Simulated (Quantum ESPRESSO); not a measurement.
Au:

```
Au
1.0
     2.74841    0.00000    0.00000
     0.00000    2.74841    0.00000
     0.00000    0.00000    2.74841
Au
1
Direct
  0.50000 0.50000 0.50000
```

The cell was built by a generator and needn't be a form met in nature.

* Program: Quantum ESPRESSO 7.5
* Task: single point
* Functional: PBE
* Potentials or basis: SSSP 1.3 efficiency PBE
* Cutoff: 816 eV
* Density cutoff: 3265 eV
* k mesh: 10 × 10 × 10
* Occupations: fermi-dirac, width 0.05 eV
* Spin: no spin polarisation

On this cell: pressure -0.4 GPa; band gap on the k mesh none (metal or under the smearing width).

The same run follows on a disturbed copy (cell strained at random at fixed volume):

```xyz
1
Lattice="2.8073 -0.0433 -0.0009 -0.0433 2.6635 -0.0241 -0.0009 -0.0241 2.7774" Properties=species:S:1:pos:R:3 pbc="T T T"
Au    1.3526    1.2546    1.3485
```

Problem. What changes?

Solution. The energy (extrapolated to zero smearing) moves by +21.8 meV/atom; pressure 0.3 GPa; band gap on the k mesh none (metal or under the smearing width).

Stress tensor (GPa, compression positive):
```
-4.29 -0.61 -0.06
-0.61  7.89 -0.35
-0.06 -0.35 -2.67
```
